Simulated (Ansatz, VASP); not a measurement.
# One calculation of KF, two programs

The input INCAR:

```
SYSTEM = KF
PREC     = Accurate       ! precision mode
ENCUT    = 520            ! plane-wave cutoff, eV
EDIFF    = 1E-6           ! SCF threshold, eV
ISMEAR   = 0              ! smearing method
SIGMA    = 0.05           ! smearing width, eV
LREAL    = .FALSE.        ! projectors in reciprocal space
LASPH    = .TRUE.         ! aspherical terms in the spheres
NELM     = 100            ! most SCF steps
ALGO     = Normal         ! electronic algorithm
ISIF     = 2              ! what is computed and relaxed
LWAVE    = .FALSE.        ! write WAVECAR
LCHARG   = .FALSE.        ! write CHGCAR
GGA      = PE             ! functional
NBANDS   = 15             ! bands
```

File KPOINTS:

```
Automatic mesh
0
G
  8 8 8
  0 0 0
```

Contents of POSCAR:

```
KF
1.0
    0.0000000000      2.6066625000      2.6735000000
    2.6066625000      0.0000000000      2.6735000000
    2.6066625000      2.6066625000      0.0000000000
K F
1 1
Direct
    0.0000000000      0.0000000000      0.0000000000
    0.5000000000      0.5000000000      0.5000000000
```

Input for Ansatz:

```yaml
crystal:
  lattice:
    - [0.0, 2.6066625, 2.6735]
    - [2.6066625, 0.0, 2.6735]
    - [2.6066625, 2.6066625, 0.0]
  atoms:
    - { symbol: K, position: [0.0, 0.0, 0.0] }
    - { symbol: F, position: [0.5, 0.5, 0.5] }
basis:
  ecutwfc: 420
kpoints:
  mp_grid: { grid: [8, 8, 8] }
hamiltonian:
  xc: pbe
scf:
  occupations: { method: gaussian, width: 0.05 }
output:
  forces: true
  stress: true
  eigenvalues: true
```

Change from the starting cell: strain -0.025 along x and y, +0.000 along z, atoms carried along.

Alike in both runs: task single point; functional PBE; k mesh 8 × 8 × 8; occupations gaussian, width 0.05 eV; no spin polarisation.

|  | VASP | Ansatz |
| --- | --- | --- |
| version | VASP 6.6.1 | Ansatz 0.2.0 |
| potentials or method | VASP PAW PBE potentials, release 64 (K_sv, F) | scalar-relativistic, plane waves, PAW |
| plane-wave cutoff (eV) | 520 | 420 |
| valence electrons in the cell | 16 | 16 |

Ansatz gave:

- gap on the k mesh at the Fermi level (eV): 6.43
- least direct gap on the mesh (eV): 6.43
- pressure (GPa): 3.4
- largest component of the traceless stress (GPa): 1.20

Task: What did VASP give for the same quantities?

Result: gap on the k mesh at the Fermi level (eV): 6.41; least direct gap on the mesh (eV): 6.41; pressure (GPa): 3.5; largest component of the traceless stress (GPa): 1.25.

A k mesh can miss the band edges.
